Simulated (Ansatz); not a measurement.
Born–Oppenheimer molecular dynamics of a periodic cell of 16 atoms, Si (start crystal Si, start structure diamond, volume 1.15 times the crystal's). It goes on from the last frame of an earlier run, with new velocities.

Method: Ansatz 0.2.0, DFT PBEsol, scalar-relativistic, plane waves, PAW. Settings: cutoff 420 eV, k mesh 2x2x2, fermi-dirac smearing 0.3 eV, no spin polarisation.

```yaml
ensemble: NVT, Langevin thermostat
time_step: 1.5 fs
steps_asked: 109
set_temperature: 2800 K
friction: 0.02 /fs
temperature_schedule: 82 steps to 300 K, then 27 steps to 300 K
seed: 355693
```

Frames 7.5 fs apart, positions in Å.

Velocities at 15.0 fs (Å/ps):

```
Si 1.06 -10.25 -4.66
Si 0.53 -11.93 -7.29
Si 8.26 8.11 16.78
Si 6.71 -4.14 10.57
Si 0.14 7.82 8.83
Si -7.89 -1.27 -5.46
Si 0.83 -15.32 -6.32
Si -7.31 13.05 -9.68
Si -5.48 4.23 16.43
Si 0.64 -1.74 0.99
Si 10.52 -6.32 5.40
Si -6.67 -3.64 -7.05
Si -13.23 1.68 -6.10
Si 10.38 -1.46 9.57
Si 2.53 6.12 4.18
Si -2.59 22.79 8.38
```

```xyz
16
Lattice="0.0000 5.6890 5.6890 5.6890 0.0000 5.6890 5.6890 5.6890 0.0000" Properties=species:S:1:pos:R:3 time_fs=15.0 energy_less_start_eV=0.203 T=2409
Si 0.117 -0.245 -0.235
Si 1.105 0.972 1.705
Si 3.194 2.417 0.815
Si 4.456 4.595 1.523
Si 3.486 0.470 2.263
Si 3.665 0.658 4.592
Si 5.313 1.776 3.022
Si 6.182 4.491 3.480
Si 0.068 2.905 3.055
Si 1.956 4.082 3.606
Si 2.868 6.557 2.776
Si 4.294 7.299 4.742
Si 3.036 2.713 5.505
Si 4.853 4.461 6.964
Si 5.983 5.693 5.470
Si 7.263 7.052 6.830
16
Lattice="0.0000 5.6890 5.6890 5.6890 0.0000 5.6890 5.6890 5.6890 0.0000" Properties=species:S:1:pos:R:3 time_fs=22.5 energy_less_start_eV=-0.118 T=2575
Si 0.105 -0.276 -0.277
Si 1.113 0.889 1.657
Si 3.238 2.484 0.967
Si 4.513 4.533 1.584
Si 3.468 0.527 2.335
Si 3.627 0.661 4.537
Si 5.310 1.666 2.977
Si 6.120 4.560 3.375
Si 0.016 2.922 3.190
Si 1.969 4.093 3.655
Si 2.920 6.515 2.835
Si 4.254 7.285 4.662
Si 2.951 2.749 5.486
Si 4.898 4.445 7.042
Si 6.011 5.715 5.497
Si 7.220 7.236 6.908
16
Lattice="0.0000 5.6890 5.6890 5.6890 0.0000 5.6890 5.6890 5.6890 0.0000" Properties=species:S:1:pos:R:3 time_fs=30.0 energy_less_start_eV=0.372 T=2236
Si 0.117 -0.269 -0.324
Si 1.148 0.819 1.631
Si 3.278 2.530 1.121
Si 4.549 4.485 1.608
Si 3.417 0.567 2.349
Si 3.577 0.652 4.487
Si 5.315 1.594 2.939
Si 6.096 4.640 3.253
Si -0.034 2.920 3.307
Si 2.042 4.153 3.743
Si 2.981 6.455 2.912
Si 4.202 7.286 4.607
Si 2.885 2.768 5.462
Si 4.897 4.392 7.124
Si 6.026 5.704 5.531
Si 7.134 7.404 7.000
16
Lattice="0.0000 5.6890 5.6890 5.6890 0.0000 5.6890 5.6890 5.6890 0.0000" Properties=species:S:1:pos:R:3 time_fs=37.5 energy_less_start_eV=1.065 T=1992
Si 0.141 -0.249 -0.424
Si 1.184 0.802 1.619
Si 3.331 2.537 1.204
Si 4.548 4.454 1.613
Si 3.350 0.532 2.311
Si 3.506 0.624 4.429
Si 5.386 1.592 2.887
Si 6.104 4.717 3.179
Si -0.035 2.882 3.407
Si 2.094 4.199 3.819
Si 3.042 6.390 2.990
Si 4.154 7.287 4.622
Si 2.847 2.801 5.446
Si 4.832 4.324 7.195
Si 6.054 5.688 5.580
Si 7.048 7.514 7.078
16
Lattice="0.0000 5.6890 5.6890 5.6890 0.0000 5.6890 5.6890 5.6890 0.0000" Properties=species:S:1:pos:R:3 time_fs=45.0 energy_less_start_eV=1.625 T=2417
Si 0.151 -0.262 -0.534
Si 1.191 0.810 1.593
Si 3.446 2.529 1.253
Si 4.517 4.417 1.531
Si 3.289 0.424 2.255
Si 3.407 0.598 4.414
Si 5.466 1.642 2.808
Si 6.147 4.795 3.149
Si 0.000 2.861 3.465
Si 2.086 4.217 3.901
Si 3.083 6.279 2.990
Si 4.164 7.293 4.746
Si 2.803 2.834 5.455
Si 4.749 4.267 7.291
Si 6.105 5.657 5.599
Si 6.946 7.572 7.132
16
Lattice="0.0000 5.6890 5.6890 5.6890 0.0000 5.6890 5.6890 5.6890 0.0000" Properties=species:S:1:pos:R:3 time_fs=52.5 energy_less_start_eV=1.763 T=1980
Si 0.139 -0.271 -0.637
Si 1.172 0.831 1.604
Si 3.580 2.471 1.333
Si 4.501 4.414 1.440
Si 3.253 0.284 2.182
Si 3.307 0.585 4.423
Si 5.497 1.681 2.801
Si 6.186 4.845 3.145
Si 0.053 2.870 3.475
Si 2.011 4.249 3.920
Si 3.124 6.174 2.949
Si 4.183 7.290 4.870
Si 2.770 2.832 5.472
Si 4.664 4.229 7.364
Si 6.154 5.603 5.607
Si 6.924 7.626 7.125
16
Lattice="0.0000 5.6890 5.6890 5.6890 0.0000 5.6890 5.6890 5.6890 0.0000" Properties=species:S:1:pos:R:3 time_fs=60.0 energy_less_start_eV=1.209 T=1777
Si 0.122 -0.279 -0.692
Si 1.117 0.844 1.599
Si 3.680 2.394 1.400
Si 4.499 4.437 1.355
Si 3.232 0.162 2.126
Si 3.225 0.624 4.454
Si 5.469 1.720 2.857
Si 6.207 4.899 3.185
Si 0.110 2.906 3.458
Si 1.903 4.276 3.924
Si 3.144 6.036 2.879
Si 4.206 7.261 4.976
Si 2.754 2.809 5.503
Si 4.650 4.202 7.395
Si 6.221 5.542 5.620
Si 6.988 7.648 7.066
16
Lattice="0.0000 5.6890 5.6890 5.6890 0.0000 5.6890 5.6890 5.6890 0.0000" Properties=species:S:1:pos:R:3 time_fs=67.5 energy_less_start_eV=1.005 T=1712
Si 0.103 -0.298 -0.728
Si 1.037 0.848 1.562
Si 3.730 2.311 1.475
Si 4.507 4.513 1.312
Si 3.190 0.063 2.124
Si 3.190 0.656 4.501
Si 5.431 1.725 2.931
Si 6.251 4.960 3.216
Si 0.155 2.940 3.401
Si 1.815 4.272 3.937
Si 3.114 5.878 2.806
Si 4.275 7.237 4.998
Si 2.792 2.785 5.565
Si 4.702 4.202 7.374
Si 6.272 5.542 5.602
Si 7.073 7.642 7.031
16
Lattice="0.0000 5.6890 5.6890 5.6890 0.0000 5.6890 5.6890 5.6890 0.0000" Properties=species:S:1:pos:R:3 time_fs=75.0 energy_less_start_eV=1.012 T=1682
Si 0.090 -0.302 -0.741
Si 0.983 0.886 1.523
Si 3.785 2.279 1.554
Si 4.509 4.603 1.275
Si 3.156 0.038 2.189
Si 3.168 0.667 4.542
Si 5.388 1.705 3.022
Si 6.317 4.999 3.258
Si 0.180 2.954 3.304
Si 1.784 4.305 3.946
Si 3.066 5.745 2.722
Si 4.386 7.231 4.984
Si 2.850 2.784 5.644
Si 4.771 4.229 7.331
Si 6.304 5.553 5.582
Si 7.148 7.612 7.017
16
Lattice="0.0000 5.6890 5.6890 5.6890 0.0000 5.6890 5.6890 5.6890 0.0000" Properties=species:S:1:pos:R:3 time_fs=82.5 energy_less_start_eV=0.630 T=2042
Si 0.058 -0.297 -0.765
Si 0.907 0.941 1.526
Si 3.795 2.302 1.611
Si 4.508 4.682 1.261
Si 3.127 0.050 2.299
Si 3.146 0.671 4.569
Si 5.346 1.657 3.099
Si 6.357 5.059 3.291
Si 0.148 2.983 3.197
Si 1.795 4.331 3.984
Si 3.028 5.671 2.588
Si 4.515 7.206 4.940
Si 2.935 2.813 5.695
Si 4.838 4.246 7.269
Si 6.319 5.558 5.556
Si 7.172 7.524 7.035
16
Lattice="0.0000 5.6890 5.6890 5.6890 0.0000 5.6890 5.6890 5.6890 0.0000" Properties=species:S:1:pos:R:3 time_fs=90.0 energy_less_start_eV=0.246 T=2071
Si -0.018 -0.235 -0.765
Si 0.839 1.002 1.532
Si 3.795 2.350 1.670
Si 4.508 4.761 1.253
Si 3.111 0.101 2.400
Si 3.116 0.659 4.579
Si 5.318 1.615 3.189
Si 6.404 5.083 3.321
Si 0.106 2.989 3.087
Si 1.815 4.329 4.040
Si 2.953 5.656 2.467
Si 4.655 7.168 4.902
Si 3.040 2.864 5.732
Si 4.894 4.273 7.169
Si 6.304 5.550 5.557
Si 7.160 7.412 7.085
16
Lattice="0.0000 5.6890 5.6890 5.6890 0.0000 5.6890 5.6890 5.6890 0.0000" Properties=species:S:1:pos:R:3 time_fs=97.5 energy_less_start_eV=0.201 T=1716
Si -0.077 -0.141 -0.749
Si 0.762 1.062 1.546
Si 3.786 2.412 1.705
Si 4.543 4.810 1.258
Si 3.063 0.150 2.456
Si 3.082 0.669 4.597
Si 5.295 1.571 3.258
Si 6.437 5.096 3.330
Si 0.078 2.951 2.986
Si 1.814 4.314 4.068
Si 2.872 5.689 2.392
Si 4.810 7.128 4.854
Si 3.124 2.925 5.783
Si 4.910 4.313 7.062
Si 6.286 5.581 5.581
Si 7.155 7.300 7.142
```

Of the whole run (164 fs, mean temperature of the second half 1122 K): The schedule's set-point averaged 510 K over the second half and the system 1122 K, so it lags behind the ramp. A run of 0.16 ps of so small a system gives no equilibrium averages. Limits of this set-up: coarse k mesh.

Time of the run: 11 min on 1 thread of Arm Neoverse V2, with other jobs on the host, peak memory 0.71 GiB.
